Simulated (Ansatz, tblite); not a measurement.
GaN: GFN2-xTB, run from Python

These are simulated results from tblite 0.8.0, not measurements. The cell was built from a prototype and was relaxed with r2SCAN in plane waves (Ansatz 0.2.0). Not every such cell is a known phase. All runs are without spin polarisation.

Space group Fm-3m (No. 225), cubic; a = 4.217 Å in the conventional setting, 9.37 Å³ an atom. Ga has 6 N at 2.11 Å; N has 6 Ga at 2.11 Å.

tblite solves periodic systems at the zone centre alone, so the script builds a cluster of 2×2×2 conventional cells (64 atoms), which folds in a coarse mesh of k points.

The script, run.py:

```python
import json
from ase import Atoms
from ase.build import make_supercell
from ase.units import Bohr, GPa, Hartree
from tblite.interface import Calculator

atoms = Atoms(['Ga', 'N'],
              cell=[[0.0, 2.108515, 2.108515], [2.108515, 0.0, 2.108515], [2.108515, 2.108515, -0.0]],
              scaled_positions=[[-0.0, 0.0, 0.0], [0.5, 0.5, 0.5]],
              pbc=True)
cluster = make_supercell(atoms, [[-2, 2, 2], [2, -2, 2], [2, 2, -2]])
calc = Calculator('GFN2-xTB', cluster.numbers, cluster.positions / Bohr, lattice=cluster.cell[:] / Bohr, periodic=cluster.pbc)
calc.set('temperature', 0.02 / Hartree)
calc.set('max-iter', 150)
res = calc.singlepoint()
levels = res.get('orbital-energies') * Hartree
nv = round(res.get('orbital-occupations').sum() / 2)
cells = len(cluster) // len(atoms)
out = {'energy_per_cell': res.get('energy') * Hartree / cells, 'homo': levels[nv - 1], 'lumo': levels[nv],
       'stress': (-res.get('virial') * Hartree / cluster.get_volume() / GPa).tolist(), 'charges': res.get('charges')[:len(atoms)].tolist(), 'electrons': 2 * nv / cells}
json.dump(out, open('results.json', 'w'))
for key, value in out.items():
    print(key, value)
```

Command: `python run.py`. It took 11 s on 1 thread of Arm Neoverse V1, on a shared host, peak memory 0.12 GiB.

Output:

```
------------------------------------------------------------
  cycle        total energy    energy error   density error
------------------------------------------------------------
      1     -122.6229315550  -1.2308970E+02   3.9883779E-01
      2     -125.2976020027  -2.6746704E+00   1.7334257E-01
      3     -121.2946138791   4.0029881E+00   2.3166647E-01
      4     -133.0799184934  -1.1785305E+01   7.0327465E-02
      5     -132.4641643057   6.1575419E-01   7.0368975E-02
      6     -133.8079956566  -1.3438314E+00   4.8347828E-03
      7     -133.8086368426  -6.4118605E-04   4.7275584E-03
      8     -133.8101691996  -1.5323570E-03   3.9480204E-03
      9     -133.8141110771  -3.9418775E-03   5.8611620E-04
     10     -133.8141363458  -2.5268662E-05   1.3453344E-04
     11     -133.8141402233  -3.8774831E-06   1.3283875E-05
     12     -133.8141402299  -6.6526411E-09   8.7124389E-06
------------------------------------------------------------

 total:                                   9.863 sec
energy_per_cell -113.78963204110777
homo -11.0114169699831
lumo -9.154824661395427
stress [[-8.493352973139391, 2.7305436589160274e-12, 2.092486012637369e-12], [2.730374999678809e-12, -8.493352973139165, 1.9329224164284794e-12], [2.0928390524933086e-12, 1.933193927329062e-12, -8.4933529731399]]
charges [0.36567400866584365, -0.3656745087954436]
electrons 8.0
```

The cycle table is in hartree for the whole cluster, and the lines after it are in eV (the energy for one cell). The printed stress is in GPa and positive in compression, and the pressure is its mean diagonal.

GFN2-xTB gives a gap of 1.86 eV. On the same cell, plane-wave PBE (Ansatz, 10×10×10 k points and the special points) gives a gap of 0.63 eV and r2SCAN a gap of 1.16 eV; on shared hosts these took about 1.4 and 3.2 core-seconds on the 2-atom cell, against 11 for the script. Semilocal gaps usually lie below measured ones. xTB was fitted to molecules, so gaps, charges and pressures of solids can be far off, and the gap also depends on the size of the cluster.

The same script was run on cells scaled at fixed shape and fractional coordinates:

```csv
volume (Å³/atom),energy (meV/atom),"pressure (GPa, positive in compression)",gap (eV)
8.25,19.2,16.67,2.77
8.81,-12.8,2.04,2.28
9.37,0.0,-8.49,1.86
9.94,42.1,-15.60,1.48
10.50,106.1,-20.43,0.77
```

A Birch-Murnaghan fit puts the minimum at 8.91 Å³/atom, 5.0 % below the given cell, with a bulk modulus of 185 GPa at fixed shape.

xTB was fitted mostly to molecules, and a small cluster samples few k points, so gaps, pressures and kinks along a curve can be far from a solid's.
